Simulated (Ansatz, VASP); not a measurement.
One calculation of CsPbBr3, two programs

```
Cs Pb Br
1.0
     5.87000    0.00000    0.00000
     0.00000    5.87000    0.00000
     0.00000    0.00000    5.87000
Cs Pb Br
1 1 3
Direct
  0.00000 0.00000 0.00000
  0.50000 0.50000 0.50000
  0.00000 0.50000 0.50000
  0.50000 0.00000 0.50000
  0.50000 0.50000 0.00000
```

Measurements of this composition are mostly on another form, of space group No. 62.

Alike in both runs: task single point; functional PBEsol; k mesh 6 × 6 × 6; occupations gaussian, width 0.05 eV; no spin polarisation.

|  | VASP | Ansatz |
| --- | --- | --- |
| version | VASP 6.6.1 | Ansatz 0.2.0 |
| potentials or method | VASP PAW PBE potentials, release 64 (Cs_sv, Pb_d, Br) | scalar-relativistic, plane waves, PAW |
| plane-wave cutoff (eV) | 520 | 420 |
| valence electrons in the cell | 44 | 44 |

|  | VASP | Ansatz | Ansatz less VASP |
| --- | --- | --- | --- |
| gap on the k mesh at the Fermi level (eV) | 1.43 | 1.43 | -0.001 |
| least direct gap on the mesh (eV) | 1.43 | 1.43 | -0.001 |
| pressure (GPa) | 0.0 | 0.0 | 0.00 |

Caveats: the PAW data sets were made with another functional, which shifts forces and pressure a little (VASP); spin-orbit coupling is left out, which as a rule narrows the gap of such compounds by several tenths of an eV. A k mesh can miss the band edges. As with any semilocal functional, this PBEsol gap is likely too small.
